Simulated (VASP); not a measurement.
Here is a VASP 6.6.1 calculation.

INCAR

```
PREC     = Accurate       # precision mode
ENCUT    = 600            # plane-wave cutoff, eV
EDIFF    = 1E-7           # SCF threshold, eV
ISMEAR   = 0              # smearing method
SIGMA    = 0.1            # smearing width, eV
LREAL    = F              # projectors in reciprocal space
LASPH    = T              # aspherical terms in the spheres
NELM     = 60             # most SCF steps
ALGO     = Normal         # electronic algorithm
ISIF     = 3              # what is computed and relaxed
LWAVE    = F              # write WAVECAR
LCHARG   = F              # write CHGCAR
GGA      = PE             # functional
IBRION   = 2              # ionic algorithm
NSW      = 90             # ionic steps
EDIFFG   = -0.005         # ionic threshold
```

File KPOINTS:

```
Automatic mesh
0
Gamma
  18 18 18
```

File POSCAR:

```
Nb
1.0
    0.0000000000      2.0800838200      2.0800838200
    2.0800838200      0.0000000000      2.0800838200
    2.0800838200      2.0800838200      0.0000000000
Nb
1
Direct
    0.0000000000      0.0000000000      0.0000000000
```

Potentials or basis: VASP PAW PBE potentials, release 64 (Nb_sv).

Launch:

```console
$ cat potpaw_PBE.64/Nb_sv/POTCAR > POTCAR
$ mpirun -np 1 vasp_std > vasp.out
```

Problem. Predict the relaxed volume.

Solution. 18.73 Å³/atom.

Problem. Estimate the relaxed cell.

Solution. a = 2.981 Å, b = 2.981 Å, c = 2.981 Å, α = 60.00°, β = 60.00°, γ = 60.00°.

Step by step:
```csv
step,energy change (eV),largest force (eV/Å),pressure (GPa),volume (Å³)
1,0.0000,0.0000,7.03,18.00
2,0.0331,0.0000,-10.42,20.14
3,-0.0155,0.0000,-0.14,18.74
4,-0.0155,0.0000,-0.01,18.73
```
